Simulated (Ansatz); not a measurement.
# How the conductance of CoSi2/Si/NiSi2 changes with thickness, part 4 of 6

Wanted: T(E), the conductance and its decay constant for CoSi2/Si/NiSi2. The lower electrode is CoSi2 fluorite(111), the upper one NiSi2 fluorite(111); the barrier is Si diamond(111) (whole bilayers). In the first transport cell, after relaxation, the nearest pair of electrode and barrier is Si–Si at 2.38 Å, along the normal, at the lower face and Si–Si at 2.36 Å, along the normal, at the upper one. All share a net of side 3.79 Å, which strains the lower electrode by +0.0 %, the upper one by -1.3 % and the barrier by -2.0 %, against typed lattice constants near PBE's. The first steps treat the bulk electrodes alone.

Ansatz 0.2.0; PBE DFT, plane waves, PAW files (the session's first sound run).

So far, transmission at the Fermi level (a spin, zone mean): step 5 (transmission over a wide range of energy) 0.0645. Also channels of the lower lead: step 5 1.27.

### Step 6. Conductance on a fine mesh, atomic planes in the barrier 4, gap between the electrodes 8.74 Å

Level of this step: PBE DFT, plane waves, PAW files; ballistic transmission by layer matching between semi-infinite leads (Ansatz).

System of this step: CoSi2/Si/NiSi2. The cell holds 55 atoms: 9 Co, 38 Si and 8 Ni. Cell: a = 3.790 Å, b = 3.790 Å, c = 73.831 Å, α = 90.0°, β = 90.0°, γ = 120.0°. Regions: left electrode, 26 atoms (9 Co and 17 Si); barrier, 4 atoms (4 Si); right electrode, 25 atoms (17 Si and 8 Ni). Vacuum lies along c.

The conductance needs T(E) within ten thermal energies of the Fermi level, on steps under 1.5 kT, and a finer mesh (24×24), since the current can rest on few wavevectors.

Input file input.yaml:

```yaml
crystal:
  lattice:
    - [3.79, 0.0, 0.0]
    - [-1.895, 3.2822362803, 0.0]
    - [0.0, 0.0, 73.8311263712]
  atoms:
    - { symbol: Co, position: [0.66666667, 0.33333333, 0.0948109604] }
    - { symbol: Si, position: [0.0, 0.0, 0.105254015] }
    - { symbol: Si, position: [0.66666667, 0.33333333, 0.1262423605] }
    - { symbol: Co, position: [0.0, 0.0, 0.1366854151] }
    - { symbol: Si, position: [0.33333333, 0.66666667, 0.1471284697] }
    - { symbol: Si, position: [0.0, 0.0, 0.1681168153] }
    - { symbol: Co, position: [0.33333333, 0.66666667, 0.1785598698] }
    - { symbol: Si, position: [0.66666667, 0.33333333, 0.1890029244] }
    - { symbol: Si, position: [0.33333333, 0.66666667, 0.20999127] }
    - { symbol: Co, position: [0.66666667, 0.33333333, 0.2204343246] }
    - { symbol: Si, position: [0.0, 0.0, 0.2308773791] }
    - { symbol: Si, position: [0.66666667, 0.33333333, 0.2518657247] }
    - { symbol: Co, position: [0.0, 0.0, 0.2623087793] }
    - { symbol: Si, position: [0.33333333, 0.66666667, 0.2727518339] }
    - { symbol: Si, position: [0.0, 0.0, 0.2937401794] }
    - { symbol: Co, position: [0.33333333, 0.66666667, 0.304183234] }
    - { symbol: Si, position: [0.66666667, 0.33333333, 0.3146262886] }
    - { symbol: Si, position: [0.33333333, 0.66666667, 0.3356146341] }
    - { symbol: Co, position: [0.66666667, 0.33333333, 0.3460576887] }
    - { symbol: Si, position: [0.0, 0.0, 0.3565007433] }
    - { symbol: Si, position: [0.66666667, 0.33333333, 0.3774890888] }
    - { symbol: Co, position: [0.0, 0.0, 0.3879321434] }
    - { symbol: Si, position: [0.33333333, 0.66666667, 0.398375198] }
    - { symbol: Si, position: [0.0, 0.0, 0.4193635435] }
    - { symbol: Co, position: [0.33333333, 0.66666667, 0.4298065981] }
    - { symbol: Si, position: [0.66666667, 0.33333333, 0.4399410436] }
    - { symbol: Si, position: [0.66666667, 0.33333333, 0.472137024] }
    - { symbol: Si, position: [0.0, 0.0, 0.4831403719] }
    - { symbol: Si, position: [0.0, 0.0, 0.5152682392] }
    - { symbol: Si, position: [0.33333333, 0.66666667, 0.5263894296] }
    - { symbol: Si, position: [0.33333333, 0.66666667, 0.5583230406] }
    - { symbol: Ni, position: [0.66666667, 0.33333333, 0.5704960961] }
    - { symbol: Si, position: [0.0, 0.0, 0.5816584113] }
    - { symbol: Si, position: [0.66666667, 0.33333333, 0.6025656883] }
    - { symbol: Ni, position: [0.0, 0.0, 0.6137280035] }
    - { symbol: Si, position: [0.33333333, 0.66666667, 0.6248903186] }
    - { symbol: Si, position: [0.0, 0.0, 0.6457975956] }
    - { symbol: Ni, position: [0.33333333, 0.66666667, 0.6569599108] }
    - { symbol: Si, position: [0.66666667, 0.33333333, 0.6681222259] }
    - { symbol: Si, position: [0.33333333, 0.66666667, 0.6890295029] }
    - { symbol: Ni, position: [0.66666667, 0.33333333, 0.7001918181] }
    - { symbol: Si, position: [0.0, 0.0, 0.7113541333] }
    - { symbol: Si, position: [0.66666667, 0.33333333, 0.7322614103] }
    - { symbol: Ni, position: [0.0, 0.0, 0.7434237254] }
    - { symbol: Si, position: [0.33333333, 0.66666667, 0.7545860406] }
    - { symbol: Si, position: [0.0, 0.0, 0.7754933176] }
    - { symbol: Ni, position: [0.33333333, 0.66666667, 0.7866556328] }
    - { symbol: Si, position: [0.66666667, 0.33333333, 0.7978179479] }
    - { symbol: Si, position: [0.33333333, 0.66666667, 0.8187252249] }
    - { symbol: Ni, position: [0.66666667, 0.33333333, 0.8298875401] }
    - { symbol: Si, position: [0.0, 0.0, 0.8410498552] }
    - { symbol: Si, position: [0.66666667, 0.33333333, 0.8619571323] }
    - { symbol: Ni, position: [0.0, 0.0, 0.8731194474] }
    - { symbol: Si, position: [0.33333333, 0.66666667, 0.8842817626] }
    - { symbol: Si, position: [0.0, 0.0, 0.9051890396] }
kpoints:
  mp_grid: { grid: [8, 8, 1] }
scf:
  occupations: { method: fermi_dirac, width: 0.1 }
  max_iter: 150
hamiltonian:
  xc: pbe
output:
  transmission:
    kmesh: [24, 24]
    e_range: [-0.26, 0.27]
    de: 0.0375
    leads: [[11, 14], [41, 44]]
```

Run with:

```console
$ ansatz run input.yaml --threads 8 --pin off --max-ram 24576MiB --backend cpu --events-out ev --progress --plain --runs-dir out
```

Numbers of over 12 decimals in the logs are rounded to 6 here.

Output:

```text
[...]
Crystal: 55 atoms, lattice volume = 918.435 Å³
Basis set: ecut = 420 eV, 17983 PW (Γ)
Bands: 280, of which v1, the nominal top of the filled ones, is band 225 counted from 1 (224 counted from 0)
Symmetry: 6 space group operations
[...]
k-points: 10 of 64 (time reversal used)
[...]
SCF iter   1: F=—  HF=-117030.596530 eV  |F-HF|=—  |Δ(HF+E_count)|=         —  Δρ=1.13e-2  dr2=1.52e1  ethr=1.77e-3  ⟨swp⟩=9.3  Hψ=14669  notcnv=0  defer=123
[...]
SCF iter  13: F=-117030.410820 eV  HF=-117030.410820 eV  |F-HF|=4.06e-8  |Δ(HF+E_count)|=  7.57e-10  Δρ=1.20e-6  dr2=5.21e-8  ethr=2.23e-11  ⟨swp⟩=19.9  Hψ=10817  notcnv=0
SCF 1 converged in 13 iterations: F = -117030.410820 eV  dr2 = 5.21e-8
[...]
transmission: 320 of 3172 steps passed
transmission: 640 of 3172 steps passed
[...]
transmission: 3172 of 3172 steps passed
SCF converged after 13 iterations
Free energy (F): -117030.410820 eV
[...]
Internal energy: -117029.765945 eV  (E = F + TS)
E sigma→0 (E₀):  -117030.088382 eV
Entropy (-TS):   -0.644875 eV (-11.725 meV/atom)
Fermi energy:    9.056300 eV
[...]
--- Band table (eV; the first three rows and the last of 10) ---
  k-point 0: bands = [... 221 lower, 10.3891, 10.4298, 10.5557, 10.5557, 10.7011, 10.7958, 10.7958, 10.9232, ... 51 higher]
  k-point 1: bands = [... 221 lower, 10.0163, 10.0559, 10.0624, 10.1086, 10.1759, 10.3061, 10.3372, 10.5017, ... 51 higher]
  k-point 2: bands = [... 221 lower, 9.1003, 9.2374, 9.2401, 9.3225, 9.3802, 9.5789, 9.5991, 9.7365, ... 51 higher]
  k-point 9: bands = [... 221 lower, 8.2178, 8.3399, 8.3911, 8.4579, 8.5013, 8.5361, 8.5653, 8.5816, ... 51 higher]
--- Transmission ---
  basis      : 109 plane waves across, 52 finite elements along
  points     : 61, standing for a mesh of 24 x 24
  filling    : by the input's occupations and mesh, since the crystals that have channels conduct as metals do. If one of these is a semiconductor, that mesh has misplaced its level
[...]
filled         : 15.9 meV over the level at which it is neutral
    channels       : 1.286458e0 a spin
    conductance    : 8.0738e14 S/m² at 300 K; may be off by some 0.0 % by where its bands' edges are placed, 3.8 % from the k-mesh, 1.2 % from the distance to neutral
    slowest decay  : 0.0253 /Å at (0.2917, 0.2500)
[...]
filled         : 21.0 meV under the level at which it is neutral
    channels       : 1.039931e0 a spin
[...]
slowest decay  : 0.0493 /Å at (0.3750, 0.2083)
  junction   : crystal 0 to crystal 1, 20.91 to 53.29 Å
    transmission   : 1.320795e-1 a spin
    conductance    : 8.8295e13 S/m² at 300 K (8.4929e13 on every other point, 8.8209e13 on every other energy)
    error estimate : 0.1 % from the energy spacing and 0.6 % from band edges of the leads and from resonances (wavevectors taken as independent; lower de), 11.3 % from the k-mesh, 5.0 % from the steps of its leads' Hamiltonians or their offsets (lay more layers), 0.9 % from the distance to neutral
    resistance     : 9.9562e-3 Ω µm² beyond half of each lead's own
```

It took 3.1 min on 8 threads of Arm Neoverse V2, shared host; peak memory 9 GiB; 20 min of CPU time.

Numbers from this step:

| Item | Value |
| --- | --- |
| free energy | -117030.4108 eV |
| Fermi energy | 9.056 eV |
| transmission at the Fermi level (a spin, zone mean) | 0.1321 |
| channels of the lower lead | 1.286 |
| channels of the upper lead | 1.040 |
| ballistic conductance of the lower lead | 8.07e14 S/m² |
| potential step in the upper lead | 5.4 meV |
| ballistic conductance of the upper lead | 6.67e14 S/m² |
| junction conductance | 8.83e13 S/m² |
| error estimates by source, in the log's order | 0.1, 0.6, 11.3, 5, 0.9 % |
| resistance-area product beyond the leads | 0.009956 Ω um² |

One spin. Table of transmission, zone mean by energy, zero at the Fermi level:

| energy (eV) | transmission, zone mean |
| --- | --- |
| -0.260 | 0.130 |
| -0.223 | 0.154 |
| -0.185 | 0.163 |
| -0.147 | 0.157 |
| -0.110 | 0.146 |
| -0.072 | 0.141 |
| -0.035 | 0.146 |
| 0.003 | 0.132 |
| 0.040 | 0.138 |
| 0.077 | 0.159 |
| 0.115 | 0.160 |
| 0.152 | 0.160 |
| 0.190 | 0.153 |
| 0.228 | 0.148 |
| 0.265 | 0.157 |

One spin. Table of open channels, zone mean by energy, zero at the Fermi level:

| energy (eV) | lower lead | upper lead |
| --- | --- | --- |
| -0.260 | 1.54 | 0.821 |
| -0.223 | 1.54 | 0.832 |
| -0.185 | 1.49 | 0.852 |
| -0.147 | 1.44 | 0.946 |
| -0.110 | 1.40 | 0.998 |
| -0.072 | 1.38 | 1.01 |
| -0.035 | 1.32 | 1.11 |
| 0.003 | 1.29 | 1.04 |
| 0.040 | 1.26 | 1.09 |
| 0.077 | 1.21 | 1.13 |
| 0.115 | 1.21 | 1.15 |
| 0.152 | 1.20 | 1.25 |
| 0.190 | 1.16 | 1.27 |
| 0.228 | 1.14 | 1.31 |
| 0.265 | 1.09 | 1.33 |

Transmission over k1 and k2. At 0.0025 eV from the Fermi level.

Values, 12 rows by 16 columns, each cell a mean:
```
0.000 0.003 0.009 0.003 0.000 0.000 0.005 0.007 0.003 0.000 0.000 0.000 0.000 0.000 0.000 0.000
0.005 0.008 0.029 0.100 0.190 0.039 0.184 0.138 0.035 0.011 0.003 0.000 0.000 0.000 0.000 0.000
0.000 0.002 0.148 0.375 0.384 0.231 0.285 0.299 0.415 0.211 0.057 0.000 0.000 0.000 0.000 0.000
0.001 0.000 0.039 0.213 0.313 0.546 0.253 0.393 0.494 0.291 0.154 0.000 0.000 0.001 0.000 0.000
0.004 0.005 0.147 0.261 0.227 0.252 0.597 0.625 0.542 0.282 0.231 0.248 0.155 0.005 0.006 0.000
0.000 0.008 0.064 0.339 0.402 0.563 0.550 0.199 0.097 0.528 0.504 0.430 0.410 0.146 0.011 0.002
0.000 0.000 0.013 0.088 0.323 0.328 0.361 0.542 0.292 0.434 0.607 0.315 0.263 0.294 0.016 0.007
0.003 0.000 0.003 0.003 0.094 0.115 0.252 0.412 0.550 0.498 0.513 0.402 0.270 0.154 0.056 0.002
0.000 0.000 0.000 0.000 0.000 0.000 0.230 0.313 0.446 0.225 0.279 0.362 0.352 0.293 0.055 0.000
0.001 0.000 0.000 0.000 0.000 0.001 0.005 0.090 0.282 0.303 0.191 0.214 0.349 0.216 0.015 0.002
0.002 0.000 0.000 0.000 0.000 0.000 0.004 0.007 0.014 0.013 0.056 0.000 0.058 0.013 0.013 0.008
0.000 0.000 0.002 0.000 0.000 0.001 0.002 0.000 0.000 0.004 0.003 0.001 0.000 0.002 0.006 0.000
```
Columns: k1 (b1) from -0.5 to 0.458; rows upwards: k2 (b2) from -0.5 to 0.458.

G = 8.8e13 S/m² (1/G = 0.0113 Ω µm²). The largest error estimate is 11 %, from the mesh across the current. In the worse lead the potential repeats within 5.4 meV, which the program lets pass. By hand, Landauer's formula with T at one energy: G = (e²/h) ΣT / A = 3.874e-5 S × 0.264 / 12.44 Å² = 8.2e13 S/m², with T summed over both spins. The printed value averages T over the Fermi window and is 1.1 times this.

### Step 7. Conductance on a fine mesh, 57 atoms

System of this step: CoSi2/Si/NiSi2. The cell holds 57 atoms: 9 Co, 40 Si and 8 Ni. Its edges and angles: a = 3.790 Å, b = 3.790 Å, c = 77.021 Å, α = 90.0°, β = 90.0°, γ = 120.0°. Regions: left electrode, 26 atoms (9 Co and 17 Si); barrier, 6 atoms (6 Si); right electrode, 25 atoms (17 Si and 8 Ni). Vacuum lies along c.

Barrier layers are added or taken out in the middle, and the relaxed faces stay.

Input file input.yaml:

```yaml
crystal:
  lattice:
    - [3.79, 0.0, 0.0]
    - [-1.895, 3.2822362803, 0.0]
    - [0.0, 0.0, 77.02061975]
  atoms:
    - { symbol: Co, position: [0.66666667, 0.33333333, 0.090884753] }
    - { symbol: Si, position: [0.0, 0.0, 0.1008953512] }
    - { symbol: Si, position: [0.66666667, 0.33333333, 0.1210145505] }
    - { symbol: Co, position: [0.0, 0.0, 0.1310251487] }
    - { symbol: Si, position: [0.33333333, 0.66666667, 0.141035747] }
    - { symbol: Si, position: [0.0, 0.0, 0.1611549462] }
    - { symbol: Co, position: [0.33333333, 0.66666667, 0.1711655445] }
    - { symbol: Si, position: [0.66666667, 0.33333333, 0.1811761427] }
    - { symbol: Si, position: [0.33333333, 0.66666667, 0.201295342] }
    - { symbol: Co, position: [0.66666667, 0.33333333, 0.2113059402] }
    - { symbol: Si, position: [0.0, 0.0, 0.2213165385] }
    - { symbol: Si, position: [0.66666667, 0.33333333, 0.2414357377] }
    - { symbol: Co, position: [0.0, 0.0, 0.251446336] }
    - { symbol: Si, position: [0.33333333, 0.66666667, 0.2614569342] }
    - { symbol: Si, position: [0.0, 0.0, 0.2815761335] }
    - { symbol: Co, position: [0.33333333, 0.66666667, 0.2915867317] }
    - { symbol: Si, position: [0.66666667, 0.33333333, 0.30159733] }
    - { symbol: Si, position: [0.33333333, 0.66666667, 0.3217165292] }
    - { symbol: Co, position: [0.66666667, 0.33333333, 0.3317271275] }
    - { symbol: Si, position: [0.0, 0.0, 0.3417377257] }
    - { symbol: Si, position: [0.66666667, 0.33333333, 0.3618569249] }
    - { symbol: Co, position: [0.0, 0.0, 0.3718675232] }
    - { symbol: Si, position: [0.33333333, 0.66666667, 0.3818781215] }
    - { symbol: Si, position: [0.0, 0.0, 0.4019973207] }
    - { symbol: Co, position: [0.33333333, 0.66666667, 0.412007919] }
    - { symbol: Si, position: [0.66666667, 0.33333333, 0.421722688] }
    - { symbol: Si, position: [0.66666667, 0.33333333, 0.4525854037] }
    - { symbol: Si, position: [0.0, 0.0, 0.4631330931] }
    - { symbol: Si, position: [0.0, 0.0, 0.4939305164] }
    - { symbol: Si, position: [0.33333333, 0.66666667, 0.5045580156] }
    - { symbol: Si, position: [0.33333333, 0.66666667, 0.535341419] }
    - { symbol: Si, position: [0.66666667, 0.33333333, 0.5460020708] }
    - { symbol: Si, position: [0.66666667, 0.33333333, 0.5766132821] }
    - { symbol: Ni, position: [0.0, 0.0, 0.5882822404] }
    - { symbol: Si, position: [0.33333333, 0.66666667, 0.5989823141] }
    - { symbol: Si, position: [0.0, 0.0, 0.6190238018] }
    - { symbol: Ni, position: [0.33333333, 0.66666667, 0.6297238755] }
    - { symbol: Si, position: [0.66666667, 0.33333333, 0.6404239491] }
    - { symbol: Si, position: [0.33333333, 0.66666667, 0.6604654369] }
    - { symbol: Ni, position: [0.66666667, 0.33333333, 0.6711655105] }
    - { symbol: Si, position: [0.0, 0.0, 0.6818655841] }
    - { symbol: Si, position: [0.66666667, 0.33333333, 0.7019070719] }
    - { symbol: Ni, position: [0.0, 0.0, 0.7126071455] }
    - { symbol: Si, position: [0.33333333, 0.66666667, 0.7233072191] }
    - { symbol: Si, position: [0.0, 0.0, 0.7433487069] }
    - { symbol: Ni, position: [0.33333333, 0.66666667, 0.7540487805] }
    - { symbol: Si, position: [0.66666667, 0.33333333, 0.7647488542] }
    - { symbol: Si, position: [0.33333333, 0.66666667, 0.7847903419] }
    - { symbol: Ni, position: [0.66666667, 0.33333333, 0.7954904156] }
    - { symbol: Si, position: [0.0, 0.0, 0.8061904892] }
    - { symbol: Si, position: [0.66666667, 0.33333333, 0.826231977] }
    - { symbol: Ni, position: [0.0, 0.0, 0.8369320506] }
    - { symbol: Si, position: [0.33333333, 0.66666667, 0.8476321242] }
    - { symbol: Si, position: [0.0, 0.0, 0.867673612] }
    - { symbol: Ni, position: [0.33333333, 0.66666667, 0.8783736856] }
    - { symbol: Si, position: [0.66666667, 0.33333333, 0.8890737592] }
    - { symbol: Si, position: [0.33333333, 0.66666667, 0.909115247] }
kpoints:
  mp_grid: { grid: [8, 8, 1] }
scf:
  occupations: { method: fermi_dirac, width: 0.1 }
  max_iter: 150
hamiltonian:
  xc: pbe
output:
  transmission:
    kmesh: [24, 24]
    e_range: [-0.26, 0.27]
    de: 0.0375
    leads: [[11, 14], [43, 46]]
```

Output:

```text
[...]
Crystal: 57 atoms, lattice volume = 958.112 Å³
Basis set: ecut = 420 eV, 18749 PW (Γ)
Bands: 286, of which v1, the nominal top of the filled ones, is band 229 counted from 1 (228 counted from 0)
Symmetry: 6 space group operations
[...]
k-points: 10 of 64 (time reversal used)
[...]
SCF iter   1: F=—  HF=-118302.200985 eV  |F-HF|=—  |Δ(HF+E_count)|=         —  Δρ=1.11e-2  dr2=1.80e1  ethr=1.77e-3  ⟨swp⟩=8.9  Hψ=14686  notcnv=0  defer=122
[...]
SCF iter  12: F=-118302.002637 eV  HF=-118302.002637 eV  |F-HF|=2.48e-8  |Δ(HF+E_count)|=   5.33e-8  Δρ=1.92e-6  dr2=4.38e-8  ethr=2.19e-11  ⟨swp⟩=23.2  Hψ=12456  notcnv=0
SCF 1 converged in 12 iterations: F = -118302.002637 eV  dr2 = 4.38e-8
[...]
transmission: 344 of 3416 steps passed
transmission: 688 of 3416 steps passed
[...]
transmission: 3416 of 3416 steps passed
SCF converged after 12 iterations
Free energy (F): -118302.002637 eV
[...]
Internal energy: -118301.353105 eV  (E = F + TS)
E sigma→0 (E₀):  -118301.677871 eV
Entropy (-TS):   -0.649531 eV (-11.395 meV/atom)
Fermi energy:    8.949426 eV
[...]
--- Band table (eV; the first three rows and the last of 10) ---
  k-point 0: bands = [... 225 lower, 10.2819, 10.3224, 10.4488, 10.4488, 10.5920, 10.6890, 10.6890, 10.8040, ... 53 higher]
  k-point 1: bands = [... 225 lower, 9.9090, 9.9553, 9.9571, 9.9946, 10.0445, 10.1939, 10.2253, 10.3958, ... 53 higher]
  k-point 2: bands = [... 225 lower, 9.0056, 9.1319, 9.1339, 9.2131, 9.2640, 9.4759, 9.4919, 9.6186, ... 53 higher]
  k-point 9: bands = [... 225 lower, 8.1064, 8.2317, 8.2848, 8.3505, 8.3943, 8.4290, 8.4582, 8.4745, ... 53 higher]
--- Transmission ---
  basis      : 109 plane waves across, 56 finite elements along
  points     : 61, standing for a mesh of 24 x 24
[...]
filled         : 15.9 meV over the level at which it is neutral
    channels       : 1.286458e0 a spin
[...]
slowest decay  : 0.0257 /Å at (0.2917, 0.2500)
[...]
filled         : 21.3 meV under the level at which it is neutral
    channels       : 1.039931e0 a spin
[...]
slowest decay  : 0.0495 /Å at (0.3750, 0.2083)
  junction   : crystal 0 to crystal 1, 20.91 to 56.48 Å
    transmission   : 6.667167e-2 a spin
[...]
resistance     : 2.0273e-2 Ω µm² beyond half of each lead's own
```

Run time: 3.8 min. Hardware: 8 threads; peak memory 9.3 GiB; 25 min of CPU time.

Numbers from this step:

```
free energy                                         : -118302.0026 eV
Fermi energy                                        : 8.949 eV
transmission at the Fermi level (a spin, zone mean) : 0.06667
potential step in the upper lead                    : 5.5 meV
junction conductance                                : 4.62e13 S/m²
error estimates by source, in the log's order       : 1.3, 0.4, 11.5, 6.1, 1.9 %
resistance-area product beyond the leads            : 0.02027 Ω um²
```

One spin. Table of transmission, zone mean by energy, zero at the Fermi level:

| energy (eV) | transmission, zone mean |
| --- | --- |
| -0.260 | 0.0615 |
| -0.223 | 0.0859 |
| -0.185 | 0.0888 |
| -0.147 | 0.0881 |
| -0.110 | 0.0843 |
| -0.072 | 0.0781 |
| -0.035 | 0.0782 |
| 0.003 | 0.0667 |
| 0.040 | 0.0673 |
| 0.077 | 0.0813 |
| 0.115 | 0.0826 |
| 0.152 | 0.0784 |
| 0.190 | 0.0721 |
| 0.228 | 0.0677 |
| 0.265 | 0.0712 |

One spin. Open channels, zone mean against energy, zero at the Fermi level:

(Unchanged from step 6.)

Transmission over k1 and k2. At 0.0025 eV from the Fermi level.

Ten even steps from '0' (0.000) to '9' (0.583):
```
000000000000000000000000
000000000000000000000000
000000000000000000000000
000001110111000000000000
000013311113310000000000
000013311211331000000000
000011133003311100000000
000001134404431100000000
000011204388340211000000
000011100899980011100000
000013134891198431310000
000003334391019343330000
000001313489119843131000
000000111008999800111000
000000011204388340211000
000000000113440443110000
000000000111330033111000
000000000013311211331000
000000000001331111331000
000000000000011101110000
000000000000000000000000
000000000000000000000000
000000000000000000000000
000000000000000000000000
```
Columns: k1 (b1) from -0.5 to 0.458; rows upwards: k2 (b2) from -0.5 to 0.458.

G = 4.6e13 S/m² (1/G = 0.0216 Ω µm²), 0.52 times the step before of this kind. The largest error estimate is 12 %, from the mesh across the current. In the worse lead the potential repeats within 5.5 meV, which the program lets pass, though it still puts 6.1 % of error on the junction's conductance through them.

(Part 4 of 6 ends here.)

[Logs are printed without paths, hosts, clocks, repeated set-up lines and the standing remarks that a program may print on its own settings, such as how far it seeks lower states.]

[Hosts, paths, dates, database ids (printed as entryN), source tags and the programs' standing remarks are cut or masked in the printed files.]
